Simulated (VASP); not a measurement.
A run of VASP 6.6.1 is set up as follows.

Contents of INCAR:

```
SYSTEM = Be
ALGO     = Normal         ! electronic algorithm
EDIFF    = 1E-7           ! SCF threshold, eV
EDIFFG   = -0.005         ! ionic threshold
ENCUT    = 600            ! plane-wave cutoff, eV
IBRION   = 2              ! ionic algorithm
ISIF     = 3              ! what is computed and relaxed
ISMEAR   = 0              ! smearing method
LASPH    = .TRUE.         ! aspherical terms in the spheres
LCHARG   = .FALSE.        ! write CHGCAR
LREAL    = .FALSE.        ! projectors in reciprocal space
LWAVE    = .FALSE.        ! write WAVECAR
NELM     = 100            ! most SCF steps
NSW      = 60             ! ionic steps
PREC     = Accurate       ! precision mode
SIGMA    = 0.01           ! smearing width, eV
```

The input KPOINTS:

```
k-points
0
G
  15 15 15
  0 0 0
```

Contents of POSCAR:

```
Be
1.0
   -1.2531209513      1.2531209513      1.2531209513
    1.2531209513     -1.2531209513      1.2531209513
    1.2531209513      1.2531209513     -1.2531209513
Be
1
Direct
    0.0000000000      0.0000000000      0.0000000000
```

Potentials or basis: VASP PAW LDA potentials, release 64 (Be).

Run with:

```bash
$ cat potpaw_LDA.64/Be/POTCAR > POTCAR
$ mpirun -np 1 vasp_std > vasp.out
```

Question: What does it give for the relaxed volume?

Answer: 7.49 Å³/atom.

Question: Estimate the relaxed cell.

Answer: a = 2.134 Å, b = 2.134 Å, c = 2.134 Å, α = 109.47°, β = 109.47°, γ = 109.47°.

Question: Estimate the space group after relaxing (to 0.05 Å).

Answer: Im-3m (No. 229).

Step by step:
| step | energy change (eV) | largest force (eV/Å) | pressure (GPa) | volume (Å³) |
| --- | --- | --- | --- | --- |
| 1 | 0.0000 | 0.0000 | -6.13 | 7.87 |
| 2 | -0.0075 | 0.0000 | -0.84 | 7.53 |
| 3 | -0.0077 | 0.0000 | -0.02 | 7.49 |
